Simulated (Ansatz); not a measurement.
The calculation used Ansatz 0.2.0, DFT PBE, scalar-relativistic, plane waves, PAW. Settings: cutoff 420 eV, Γ-centred meshes spaced at most about 0.3 Å⁻¹ (2π included), Gaussian smearing. No spin polarisation in the final relaxations.

All energies are static (0 K, no zero-point motion). All come from trial cells, and lower structures may exist.

Problem. Order these relaxed structures of KBr by energy, lowest first, with the energy over the lowest of them.
A.

```xyz
2
Lattice="0.0000 3.3525 3.3525 3.3525 0.0000 3.3525 3.3525 3.3525 0.0000" Properties=species:S:1:pos:R:3 pbc="T T T"
K     3.3525    3.3525    3.3525
Br    0.0000    0.0000    0.0000
```

B.

```xyz
4
Lattice="4.9736 0.0000 0.0000 -2.4868 4.3073 0.0000 0.0000 0.0000 8.3119" Properties=species:S:1:pos:R:3 pbc="T T T"
K     2.4868    1.4358    2.0317
K     0.0000    2.8715    6.6241
Br    0.0000    0.0000    8.1401
Br    0.0000    2.8715    3.5107
```

Solution. A (0 meV/atom), B (78 meV/atom). Forms: A rock salt type, Fm-3m; B P3m1. Counting Br atoms around K (those within 1.25 times the shortest such distance or 1.15 times the sum of covalent radii, 1.27 where that leaves under three; a plus sign parts nearer from farther groups; a slash parts the counts of unlike sites): A has K 6; B has K 4/3+3.

Cells relaxed within their symmetry can be saddle points. The Fm-3m cell of KBr came from shaking the P3m1 one. The part of the Crystallography Open Database at hand lists KBr in space group No. 225; sharing a group (Fm-3m) doesn't make a cell the listed structure. Some candidate types were left out of the draw beforehand, so a known form may be missing.
